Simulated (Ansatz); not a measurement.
## Sb: equation of state with LDA

Sb:

```xyz
1
Lattice="-1.8713 1.8713 1.8713 1.8713 -1.8713 1.8713 1.8713 1.8713 -1.8713" Properties=species:S:1:pos:R:3 pbc="T T T"
Sb    0.0000    0.0000    0.0000
```

This isn't the form of Sb at room conditions, which is rhombohedral.

* Program: Ansatz 0.2.0
* Task: equation of state
* Functional: LDA
* Potentials or basis: Ansatz PAW
* Cutoff: 420 eV
* Density cutoff: 1680 eV
* k mesh: 10 × 10 × 10
* Occupations: fermi-dirac, width 0.05 eV
* Spin: no spin polarisation

| Property | Result |
| --- | --- |
| Equilibrium volume | 25.74 Å³/atom |
| Bulk modulus | 70 GPa |
| Pressure derivative of the bulk modulus | 4.3 |

Energy against volume, from the lowest point:
```csv
volume (Å³/atom),energy (meV/atom)
24.640,11.04
25.165,2.88
25.689,0.00
26.213,1.85
26.737,7.96
27.262,17.90
27.786,31.26
```

All runs of the series together: 3.1 s on 2 threads of Intel(R) Xeon(R) 6975P-C (Granite Rapids), with other jobs on the host.

Spin-orbit coupling is left out, which matters for the levels of Sb.
